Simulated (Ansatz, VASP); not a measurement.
## CaO (Lime): VASP beside Ansatz

Aim: how closely do two programs agree when they are given the same cell, functional and k mesh?

Main program and level: Ansatz 0.2.0; plane waves, with VASP 6.6.1 beside it; single point at HSE06.

## Step 1: The starting structure

It takes space group Fm-3m (No. 225, cubic). The conventional cell has a = 4.813 Å, b = 4.813 Å, c = 4.813 Å, α = 90.00°, β = 90.00°, γ = 90.00°. Nearest to Ca lie 6 O at 2.41 Å. O has 6 Ca at 2.41 Å nearest. Farther neighbours and most contacts between anions are not listed.

## Step 2: Ansatz: single point, HSE06

Ansatz runs on its default PAW (the set named soft_2) files.

A single point gives forces, pressure and levels at one fixed geometry, so differences don't come from the geometry; what else differs is listed under the comparison.

File input.yaml:

```yaml
crystal:
  lattice:
    - [0.0, 2.4065, 2.4065]
    - [2.4065, 0.0, 2.4065]
    - [2.4065, 2.4065, 0.0]
  atoms:
    - { symbol: Ca, position: [0.0, 0.0, 0.0] }
    - { symbol: O, position: [0.5, 0.5, 0.5] }
hamiltonian:
  xc: { exchange: pbe, correlation: pbe, exx: { coeff: 0.25, omega: 0.2 } }
  pseudopotentials: { kind: paw }
kpoints:
  mp_grid: { grid: [6, 6, 6] }
scf:
  occupations: { method: gaussian, width: 0.01 }
  n_extra_bands: 4
output:
  forces: true
  stress: true
  eigenvalues: true
  write_density: true
  write_potential: true
  elf: true
  volumetric_format: npy
```

The run is started by

```sh
> ansatz run input.yaml --threads 4 --pin off --max-ram 9216MiB --backend cpu --events-out ev --progress --plain --runs-dir out
```

Numbers of over 12 decimals in the logs are rounded to 6 here.

The log of the run:

```text
Warning: output.stress: scf.convergence.dr2_threshold = 1e-7 eV (the SCF's general default) is looser than the 2e-10 eV advised for a printed stress (1e-10 eV for each atom of the cell: 2). What an SCF threshold leaves in a stress goes as its square root, and in the free energy as the threshold itself, and one threshold admits the most on a small cell: [figures from the program's tests cut] Set scf.convergence.dr2_threshold to 2e-10 eV or tighter. The threshold is an SCF's pass mark: one that does not reach it within its budget of iterations ends unconverged, or closes short of it on a stop that the run arms, and scf.convergence.dr2_threshold's page says what that costs each kind of run
Warning: output.stress: scf.exx.energy_threshold = 1e-6 eV is looser than the 2e-8 eV advised for a stress under a hybrid functional (1e-8 eV for each atom of the cell: 2). Every SCF of the exchange loop can meet its threshold on dr2 while the loop round them stops early: no threshold on dr2 bounds what that leaves in the stress. Set scf.exx.energy_threshold to 2e-8 eV or tighter. The threshold is the loop's pass mark: a loop that does not reach it within its budget of cycles ends unconverged, and scf.exx.energy_threshold's page has the law
scf.n_extra_bands = 4 over 8 filled bands (N_el = 16.0): the run solves 12 bands
Engine: ansatz 0.2.0, aarch64-unknown-linux-gnu
Pseudopotentials: kind: paw
Pseudopotential: Ca, paw, valence charge 10, recommended cutoff 420 eV (normal), Ca.paw.azcp
Pseudopotential: O, paw, valence charge 6, recommended cutoff 420 eV (normal), O.paw.azcp
Functional definition: unnamed
  parameter a_1 = 0.25
  parameter omega_1 = 0.2/angstrom
  exchange = pbe_x + (-a_1)*pbe_x_sr(omega_1) + a_1*exact_x_sr(omega_1)
  correlation = pbe_c
Crystal: 2 atoms, lattice volume = 27.873 Å³
Basis set: ecut = 420 eV, 537 PW (Γ), exchange–correlation on 48×48×48 points (8 copies of the dense FFT grid, shifted against one another)
Bands: 12, of which v1, the nominal top of the filled ones, is band 8 counted from 1 (7 counted from 0)
Symmetry: 48 space group operations
Space group: Fm-3m (ITA 225), of the structure as read, at distance tolerance 3.0e-5 Å
k-points: 16 of 216
Non-local potential: Ca, projectors of the file, l = 0: 3, l = 1: 2, l = 2: 2
Non-local potential: O, projectors of the file, l = 0: 2, l = 1: 2, l = 2: 1
PAW form: soft (Blöchl's): semilocal exchange-correlation on the pseudo side does not see the compensation charge
PAW frozen core: Ca, regenerated for the run's functional, and the local potential with it (the file was generated under x = pbe(κ = 0.804, μ = 0.219515), c = pbe(β = 0.066725))
PAW frozen core: O, regenerated for the run's functional, and the local potential with it (the file was generated under x = pbe(κ = 0.804, μ = 0.219515), c = pbe(β = 0.066725))
PAW one-centre angular grid: Ca, 110 points (default); XC on 64 Gauss nodes
PAW one-centre angular grid: O, 110 points (default); XC on 96 Gauss nodes
Initial density: superposition of atomic densities (neutral atoms: chi_scale 0, normalization atom), corrected by the library's trained network
Initial wavefunctions: pseudopotential atomic-orbital guess
Functional: x = pbe(κ = 0.804, μ = 0.219515), c = pbe(β = 0.066725), warm-up for x = pbe(κ = 0.804, μ = 0.219515) + 0.25 (exact − pbe) at short range (hse, ω = 0.2 Å⁻¹), c = pbe(β = 0.066725)
SCF iter   1: F=—  HF=-2387.722114 eV  |F-HF|=—  |Δ(HF+E_count)|=         —  Δρ=6.05e-4  dr2=5.34e-5  ethr=1.77e-3  ⟨swp⟩=2.0  Hψ=1411  notcnv=0
preconditioner: auto → none  [insulator: Δε(μ)=3.653 eV  Ē_g=18.097 eV  σ=0.010 eV  W_gap=1.00  n_scr=8 (ndim 8)  ℏωp=26.3 eV  f_vac=0.000  D(μ)=0.00/eV (n_scr^D=0)]
SCF iter   2: F=-2387.722333 eV  HF=-2387.722278 eV  |F-HF|=5.42e-5  |Δ(HF+E_count)|=   1.64e-4  Δρ=2.97e-4  dr2=7.46e-6  ethr=3.33e-7  ⟨swp⟩=4.8  Hψ=632  notcnv=0  defer=8
SCF 1 stopped early in 2 iterations: F = -2387.722333 eV  dr2 = 7.46e-6
  greatest PAW one-centre occupation: 0.995 electrons in one spin orbital (limit 2), on the Ca atom at site 0 (counted from 0), in its partial waves of l = 0
Initial density: handed on by an earlier stage of this run
Initial wavefunctions: those handed on with the density
Functional: x = pbe(κ = 0.804, μ = 0.219515) + 0.25 (exact − pbe) at short range (hse, ω = 0.2 Å⁻¹), c = pbe(β = 0.066725)
Exchange kernel: α = 0.2500, screened, ω = 0.2000 Å⁻¹, Wigner–Seitz truncation, v(0) = 1127.1867 eV·Å³, q-mesh 6×6×6, nearest image of the exchange supercell L = 20.42 Å, pair-density grid 15×15×15, without the augmentation charges, whose exchange is taken in its separable form by FFT convolution over the k-point mesh (sized by the pseudopotential files, 20×20×20 at the most), smooth part of the exact exchange by density-matrix convolution
Frozen-core exchange: fock
SCF iter   1: F=—  HF=-2388.316183 eV  |F-HF|=—  |Δ(HF+E_count)|=         —  Δρ=9.51e-3  dr2=4.13e-2  ethr=4.66e-7  ⟨swp⟩=7.6  Hψ=1012  notcnv=0
preconditioner: auto → none  [insulator: Δε(μ)=5.550 eV  Ē_g=20.919 eV  σ=0.010 eV  W_gap=1.00  n_scr=8 (ndim 8)  ℏωp=26.3 eV  f_vac=0.000  D(μ)=0.00/eV (n_scr^D=0)]
SCF iter   2: F=—  HF=-2388.306303 eV  |F-HF|=—  |Δ(HF+E_count)|=   9.88e-3  Δρ=9.03e-3  dr2=1.56e-2  ethr=4.66e-7  ⟨swp⟩=6.0  Hψ=848  notcnv=0  defer=1
SCF iter   3: F=—  HF=-2388.302954 eV  |F-HF|=—  |Δ(HF+E_count)|=   3.35e-3  Δρ=2.23e-3  dr2=1.67e-3  ethr=4.66e-7  ⟨swp⟩=5.2  Hψ=721  notcnv=0
SCF iter   4: F=—  HF=-2388.309583 eV  |F-HF|=—  |Δ(HF+E_count)|=   6.63e-3  Δρ=1.21e-3  dr2=6.13e-4  ethr=4.66e-7  ⟨swp⟩=4.9  Hψ=695  notcnv=0
SCF iter   5: F=—  HF=-2388.309393 eV  |F-HF|=—  |Δ(HF+E_count)|=   1.90e-4  Δρ=1.82e-4  dr2=1.36e-5  ethr=4.66e-7  ⟨swp⟩=4.2  Hψ=549  notcnv=0
SCF iter   6: F=-2388.309477 eV  HF=-2388.309479 eV  |F-HF|=2.01e-6  |Δ(HF+E_count)|=   8.62e-5  Δρ=9.56e-5  dr2=2.23e-6  ethr=4.99e-8  ⟨swp⟩=4.6  Hψ=559  notcnv=0
SCF 2 stopped early in 6 iterations: F = -2388.309477 eV  dr2 = 2.23e-6
  greatest PAW one-centre occupation: 0.996 electrons in one spin orbital (limit 2), on the Ca atom at site 0 (counted from 0), in its partial waves of l = 0
hybrid outer 1: dexx = +7.973e-3 eV, tail = 1.74e-5 eV
Exchange kernel: α = 0.2500, screened, ω = 0.2000 Å⁻¹, Wigner–Seitz truncation, v(0) = 1127.1867 eV·Å³, q-mesh 6×6×6, nearest image of the exchange supercell L = 20.42 Å, pair-density grid 15×15×15, without the augmentation charges, whose exchange is taken in its separable form by FFT convolution over the k-point mesh (sized by the pseudopotential files, 20×20×20 at the most), smooth part of the exact exchange by density-matrix convolution
Frozen-core exchange: fock
SCF iter   1: F=—  HF=-2388.309518 eV  |F-HF|=—  |Δ(HF+E_count)|=         —  Δρ=6.63e-5  dr2=6.46e-7  ethr=5.45e-7  ⟨swp⟩=4.2  Hψ=474  notcnv=0
preconditioner: auto → none  [insulator: Δε(μ)=5.336 eV  Ē_g=20.846 eV  σ=0.010 eV  W_gap=1.00  n_scr=8 (ndim 8)  ℏωp=26.3 eV  f_vac=0.000  D(μ)=0.00/eV (n_scr^D=0)]
iter 2 solved again at ethr=1.27e-10 eV; its pass at ethr=3.52e-9 eV (dr2=2.03e-8 eV) is discarded
SCF iter   2: F=—  HF=-2388.309518 eV  |F-HF|=—  |Δ(HF+E_count)|=   1.40e-8  Δρ=1.68e-5  dr2=3.98e-8  ethr=1.27e-10  ⟨swp⟩=3.2  Hψ=828  notcnv=0
SCF iter   3: F=—  HF=-2388.309518 eV  |F-HF|=—  |Δ(HF+E_count)|=   2.18e-7  Δρ=1.85e-5  dr2=5.32e-8  ethr=1.27e-10  ⟨swp⟩=4.1  Hψ=547  notcnv=0
SCF iter   4: F=-2388.309518 eV  HF=-2388.309518 eV  |F-HF|=7.28e-12  |Δ(HF+E_count)|=   1.73e-8  Δρ=7.03e-7  dr2=2.30e-10  ethr=1.27e-10  ⟨swp⟩=3.9  Hψ=424  notcnv=0
SCF 3 converged in 4 iterations: F = -2388.309518 eV  dr2 = 2.30e-10
  Residual-converged pass: ⟨swp⟩=2.9  Hψ=347  notcnv=0  max |occ|·‖R‖ = 2.4e-6 eV (tolerance 2.4e-6 eV)  dr2=2.26e-10  dr2_onsite=2.18e-11  max |Δocc| = 0.0e0
hybrid outer 2: dexx = +2.633e-7 eV, tail = 4.49e-9 eV, Δε = 2.25e-3 eV (about 4.55e-5 eV left of the loop's levels)
hybrid SCF converged: 2 outer / 10 inner (+2 warm-up), last move |dexx| = 2.63e-7 eV, tail = 4.49e-9 eV
Stability not checked: this state was not tested for a lower state beside it, because the functional holds exact exchange (a hybrid, or Hartree-Fock), whose exchange loop this test does not read (fock_operator; see scf.lower_state_search)
Free energy (F): -2388.309518 eV
Frozen-core exchange: fock
Harris-Foulkes:  -2388.309518 eV  (|F-HF|=7.28e-12)
Internal energy: -2388.309518 eV  (E = F + TS)
E sigma→0 (E₀):  -2388.309518 eV
Fermi energy:    9.240041 eV
--- Per-component energies (eV) ---
  E_band       = -134.067363
  E_kinetic    = 456.982785
  E_local      = -892.736180  (includes V_loc(G=0)·N_el)
  E_nonlocal   = 109.935339
  E_hartree    = 296.474126
  E_xc         = -170.370423
  E_vxc        = -212.676753  (∫ρ·V_xc dr)
  E_exx        = -48.544247  (= α·E_x^exact, valence–valence)
  E_paw        = -1011.494496  (= ΣΔE_a)
  E_vpaw       = -91.434440  (= ΣTr[D̂ρ^β])
  E_aug_tail   = 0.002409  (compensation charges beyond the density's cutoff)
  E_ewald      = -1128.379897
  E_core_change = -0.178936  (= ΣΔE_core)
  E_smearing   = -0.000000  (= −TS)
  E_closure    = 0.000001  (closes the sum)
  Σ components = -2388.309518   (vs F -2388.309518, Δ=0.00e0)
--- Forces (eV/Å), atoms counted from 1 ---
  atom   1  Ca    -0.00000000     0.00000000     0.00000000
  atom   2  O      0.00000000    -0.00000000     0.00000000
  max |Σ_I F_I| component: 9.60e-30 eV/Å
--- Stress (GPa, compression-positive) ---
       -1.050413       0.000000       0.000000
       -0.000000      -1.050413       0.000000
       -0.000000      -0.000000      -1.050413
  P = ⅓ Tr σ = -1.0504 GPa (-10.504 kbar)
--- Band table (eV; the first three rows and the last of 16) ---
  k-point 0: bands = [... 4 lower, -10.4447, 6.5719, 6.5719, 6.5719, 12.8032, 14.7783, 14.7783, 14.7783]
  k-point 1: bands = [... 4 lower, -10.0111, 5.6920, 6.2188, 6.2188, 13.9566, 14.6947, 15.2790, 15.2790]
  k-point 2: bands = [... 4 lower, -9.3529, 4.3477, 5.6039, 5.6039, 14.9994, 15.9687, 16.4513, 16.4513]
  k-point 15: bands = [... 4 lower, -9.8348, 5.2434, 5.4304, 5.7071, 13.3707, 16.2712, 17.0623, 18.4965]
```

The job ended after 3.9 s (4 threads of Arm Neoverse V2, shared host; peak memory 0.67 GiB).

The run ends at a pressure of -1.05 GPa.

## Step 3: VASP: single point, HSE06

The same cell, functional, mesh and smearing now go to VASP, with its own data sets and cutoff.

Lines of VASP's logs that name or quote its potential files are left out, and so is its time.

The run reads the wave functions of an earlier VASP run, which isn't shown here.

File INCAR:

```
SYSTEM = CaO
PREC = Accurate
ENCUT = 440
EDIFF = 1E-08
NELM = 100
ISMEAR = 0
SIGMA = 0.01
LREAL = .FALSE.
ALGO = Normal
LHFCALC = .TRUE.
AEXX = 0.25
GGA = PE
HFSCREEN = 0.2
LASPH = .TRUE.
NBANDS = 14
PRECFOCK = Fast
LORBIT = 11
LWAVE = .TRUE.
LCHARG = .FALSE.
KPAR = 8
```

File POSCAR:

```
CaO
1.0
    0.0000000000      2.4065000000      2.4065000000
    2.4065000000      0.0000000000      2.4065000000
    2.4065000000      2.4065000000      0.0000000000
Ca O
1 1
Direct
    0.0000000000      0.0000000000      0.0000000000
    0.5000000000      0.5000000000      0.5000000000
```

File KPOINTS:

```
Automatic mesh
0
Gamma
6 6 6
0 0 0
```

PAW data sets: Ca_sv_GW and O_GW (PBE family, release 64).

The run is started by

```sh
> mpirun -np 8 vasp_std
```

The log of the run:

```text
[banner, memory and clock lines left out]
running    8 mpi-ranks, on    1 nodes
 distrk:  each k-point on    1 cores,    8 groups
 distr:  one band on    1 cores,    1 groups

 POSCAR found type information on POSCAR CaO
 POSCAR found :  2 types and       2 ions
|                                                                             |
|           W    W    AA    RRRRR   N    N  II  N    N   GGGG   !!!           |
|           W    W   A  A   R    R  NN   N  II  NN   N  G    G  !!!           |
|           W    W  A    A  R    R  N N  N  II  N N  N  G       !!!           |
|           W WW W  AAAAAA  RRRRR   N  N N  II  N  N N  G  GGG   !            |
|           WW  WW  A    A  R   R   N   NN  II  N   NN  G    G                |
|           W    W  A    A  R    R  N    N  II  N    N   GGGG   !!!           |
|                                                                             |
|     For optimal performance we recommend to set                             |
|       NCORE = 2 up to number-of-cores-per-socket                            |
|     NCORE specifies how many cores store one orbital (NPAR=cpu/NCORE).      |
|     This setting can greatly improve the performance of VASP for DFT.       |
|     The default, NCORE=1 might be grossly inefficient on modern             |
|     multi-core architectures or massively parallel machines. Do your        |
|     Unfortunately you need to use the default for GW and RPA                |
|     calculations (for HF NCORE is supported but not extensively tested      |
|     yet).                                                                   |
|                                                                             |

 LDA part: xc-table for (Slater+PW92), standard interpolation
 found WAVECAR, reading the header
 POSCAR, INCAR and KPOINTS ok, starting setup
 FFT: planning ... GRIDC
 FFT: planning ... GRID_SOFT
 FFT: planning ... GRID
 reading WAVECAR
 the WAVECAR file was read successfully
 initial charge from wavefunction
 entering main loop
       N       E                     dE             d eps       ncg     rms          rms(c)
DAV:   1    -0.208329633658E+02   -0.20833E+02   -0.27072E-01   656   0.115E+01    0.122E+00
DAV:   2    -0.208269719262E+02    0.59914E-02   -0.31954E-02   672   0.240E+00    0.576E-01
DAV:   3    -0.208263677010E+02    0.60423E-03   -0.41453E-03   692   0.746E-01    0.365E-01
DAV:   4    -0.208257458708E+02    0.62183E-03   -0.77372E-04   574   0.419E-01    0.217E-01
DAV:   5    -0.208256167487E+02    0.12912E-03   -0.34079E-04   718   0.230E-01    0.131E-01
DAV:   6    -0.208255711174E+02    0.45631E-04   -0.17696E-05   718   0.719E-02    0.730E-02
DAV:   7    -0.208255586232E+02    0.12494E-04   -0.84798E-06   728   0.371E-02    0.405E-02
DAV:   8    -0.208255556940E+02    0.29292E-05   -0.26724E-06   610   0.270E-02    0.232E-02
DAV:   9    -0.208255549808E+02    0.71318E-06   -0.10360E-06   580   0.165E-02    0.129E-02
DAV:  10    -0.208255549141E+02    0.66707E-07   -0.30544E-07   686   0.806E-03    0.695E-03
DAV:  11    -0.208255549610E+02   -0.46925E-07   -0.82376E-08   682   0.441E-03    0.398E-03
DAV:  12    -0.208255550093E+02   -0.48286E-07   -0.31283E-08   586   0.272E-03    0.236E-03
DAV:  13    -0.208255550453E+02   -0.35971E-07   -0.96447E-09   362   0.164E-03    0.132E-03
DAV:  14    -0.208255550674E+02   -0.22074E-07   -0.69025E-09   278   0.143E-03    0.900E-04
DAV:  15    -0.208255550795E+02   -0.12179E-07   -0.40139E-09   302   0.115E-03    0.453E-04
DAV:  16    -0.208255550861E+02   -0.65265E-08   -0.28702E-09   284   0.101E-03
   1 F= -.20825555E+02 E0= -.20825555E+02  d E =-.486459E-29
 writing wavefunctions
```

OUTCAR, selected parts (step 3):

```text
ion  position               nearest neighbor table
   1  0.000  0.000  0.000-   2 2.41   2 2.41   2 2.41   2 2.41   2 2.41   2 2.41
   2  0.500  0.500  0.500-   1 2.41   1 2.41   1 2.41   1 2.41   1 2.41   1 2.41

  LATTYP: Found a face centered cubic cell.
 ALAT       =     4.8130000000

 Subroutine GETGRP returns: Found 48 space group operations
 (whereof 48 operations were pure point group operations)

The static configuration has the point symmetry O_h .

 Found     16 irreducible k-points:

   k-points           NKPTS =     16   k-points in BZ     NKDIM =    216   number of bands    NBANDS=     14

   dimension x,y,z NGX =    24 NGY =   24 NGZ =   24
   dimension x,y,z NGXF=    48 NGYF=   48 NGZF=   48

   ENCUT  =  440.0 eV  32.34 Ry    5.69 a.u.   5.82  5.82  5.82*2*pi/ulx,y,z

   NELECT =      16.0000    total number of electrons

 k-points in reciprocal lattice and weights: Automatic mesh
   0.00000000  0.00000000  0.00000000       0.005
   0.16666667  0.00000000  0.00000000       0.037
   0.33333333  0.00000000  0.00000000       0.037
   0.50000000  0.00000000  0.00000000       0.019
   0.16666667  0.16666667  0.00000000       0.028
   0.33333333  0.16666667  0.00000000       0.111
   0.50000000  0.16666667  0.00000000       0.111
  -0.33333333  0.16666667  0.00000000       0.111
  -0.16666667  0.16666667  0.00000000       0.056
[...]
-0.33333333  0.33333333  0.16666667       0.111
  -0.33333333  0.50000000  0.16666667       0.056

  exchange ACFDT corr.  =         0.00000000  see jH, gK, PRB 81, 115126

 average (electrostatic) potential at core
       1 -87.2034       2 -61.6777

 E-fermi :   3.5846

 k-point     1 :       0.0000    0.0000    0.0000
  band No.  band energies     occupation
    ...
      4     -16.0014      2.00000
      5     -13.5109      2.00000
      6       3.5083      2.00000
      7       3.5083      2.00000
      8       3.5084      2.00000
      9       9.7417      0.00000
     10      11.7216      0.00000
     11      11.7216      0.00000
     12      11.7216      0.00000
     13      13.3347      0.00000
    ...

 k-point     2 :       0.1667    0.0000    0.0000
  band No.  band energies     occupation
    ...
      4     -16.0147      2.00000
      5     -13.0790      2.00000
      6       2.6292      2.00000
      7       3.1548      2.00000
      8       3.1549      2.00000
      9      10.8897      0.00000
     10      11.6374      0.00000
     11      12.2219      0.00000
     12      12.2219      0.00000
     13      14.0049      0.00000
    ...

 k-point     3 :       0.3333    0.0000    0.0000
  band No.  band energies     occupation
    ...
      4     -16.0395      2.00000
      5     -12.4231      2.00000
      6       1.2847      2.00000
      7       2.5415      2.00000
      8       2.5416      2.00000
      9      11.9376      0.00000
     10      12.8923      0.00000
     11      13.3938      0.00000
     12      13.3938      0.00000
     13      15.4305      0.00000
    ...

  energy-cutoff  :      440.00
  volume of cell :       27.87
      direct lattice vectors                 reciprocal lattice vectors
     0.000000000  2.406500000  2.406500000    -0.207770621  0.207770621  0.207770621
     2.406500000  0.000000000  2.406500000     0.207770621 -0.207770621  0.207770621
     2.406500000  2.406500000  0.000000000     0.207770621  0.207770621 -0.207770621

 POSITION                                       TOTAL-FORCE (eV/Angst)
 -----------------------------------------------------------------------------------
      0.00000      0.00000      0.00000        -0.000000     -0.000000      0.000000
      2.40650      2.40650      2.40650         0.000000      0.000000      0.000000
 -----------------------------------------------------------------------------------
    total drift:                                0.000000      0.000000      0.000000

  FREE ENERGIE OF THE ION-ELECTRON SYSTEM (eV)
  ---------------------------------------------------
  free  energy   TOTEN  =       -20.8255550861 eV

  energy  without entropy=      -20.8255550861  energy(sigma->0) =      -20.82555509

 total charge
# of ion       s       p       d       tot
------------------------------------------
    1        2.203   5.951   0.291   8.445
    2        1.532   3.445   0.000   4.977
--------------------------------------------------
tot          3.735   9.396   0.291  13.422

[... 3 further parts left out ...]
```

The gap is read on the k-mesh alone, so it is an upper bound where the band edges lie off the mesh. The PAW data sets were made with PBE, which is usual practice but a small mismatch for other functionals.

## Step 4: Differences

Known differences besides the potentials themselves: exact exchange at q = 0 is treated differently, which shows on coarse meshes; VASP keeps PBE cores, Ansatz makes them for the functional; the cutoff is 420 eV in Ansatz and 440 eV in VASP; VASP takes a coarser grid for exact exchange (PRECFOCK = Fast). Total energies have different zeros and are not compared.

Both answers:

```
              quantity  Ansatz   VASP  difference
gap on the k mesh (eV)   5.336  5.343      -0.006
```

A gap on the mesh is an upper bound, since the band edges may lie between its points.

## Step 5: Summary of results

```
difference in gap on the k mesh (single point, HSE06) : -0.0065 eV
```

**Reading.** The difference in gap on the k mesh is -0.0065 eV (single point, HSE06), within the 0.08 eV picked in this series as the mark of a large difference. How closely two codes agree says nothing of how well the functional describes the real material.

[Lines on the potential files, build, host, timing and source positions are cut from VASP's logs without a mark.]

[Logs are printed without paths, hosts, clocks, repeated set-up lines and the standing remarks that a program may print on its own settings, such as how far it seeks lower states.]

[Hosts, paths, dates, database ids (printed as entryN), source tags and the programs' standing remarks are cut or masked in the printed files.]
